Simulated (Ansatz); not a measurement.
A generator proposed this cell of HfB12.

```xyz
13
Lattice="-3.6193 3.6193 2.1116 3.6193 -3.6193 2.1116 3.6193 3.6193 -2.1116" Properties=species:S:1:pos:R:3 pbc="T T T"
Hf    0.0000    0.0000    0.0000
B     1.8096   -1.8096    1.0558
B     1.8096    1.8096   -1.0558
B     1.8096    1.8096    1.0558
B    -1.8096    1.8096    1.0558
B     4.6949    0.0000    0.0000
B     0.0000    2.5436    0.0000
B     0.0000    4.6949    0.0000
B     2.5436    0.0000    0.0000
B     1.5475    0.0000    2.1116
B     3.6193    2.0718    0.0000
B     0.0000    1.5475    2.1116
B     2.0718    3.6193    0.0000
```

Method: Ansatz 0.2.0, DFT PBE, scalar-relativistic, plane waves, PAW. Plane waves to 420 eV, a k mesh through Γ of 6×6×6 on the computed 13-atom cell and Gaussian smearing (0.10 eV); no spin polarisation.

Formation energies are uncorrected and refer to the elements' standard structures at the same level.

**Question.** What does a single point on this coarse mesh give?

**Answer.** The pressure is -31.8 GPa (the mean over three directions, positive in compression), the largest force is 0.88 eV/Å, and the energy is +1.34 eV/atom against the elements. The shortest distance is 2.11 Å.

**Question.** Is it a good guess?

**Answer.** A rough one: relaxing gains about 0.55 eV/atom (the start's value is from the coarse mesh, so the gain is rough) in 19 ionic steps and ends at +0.79 eV/atom on the finer mesh. The symmetry stays I4/mmm (No. 139). The volume per atom shrinks by 12.1 %, from 8.5 to 7.5 Å³. The shortest distance goes from 2.11 Å (B–B) to 1.65 Å (B–B). The ratio c/a of the conventional cell changes by a factor of 1.52. Conventional cell: a = 6.037 Å, c = 5.338 Å. Hf is surrounded by 4 B at 2.20 Å and 8 B at 2.52 Å; B on a site of symmetry 2/m is surrounded by 8 B at 2.02–2.13 Å and 2 Hf at 2.52 Å; around B on a site of symmetry m2m lie 1 B at 1.65 Å, 2 B at 1.83 Å, 4 B at 2.13 Å and 1 Hf at 2.20 Å; 1 more site not described.

The last run used a 10×10×10 mesh for its 13-atom cell and Gaussian smearing of 0.10 eV. These runs have no spin–orbit coupling, which can matter for Hf. The relaxation can't lower the symmetry of the start, and the grade says only how near the guess is to its own end. Symmetry constrained the relaxation, so the result can be a saddle point.
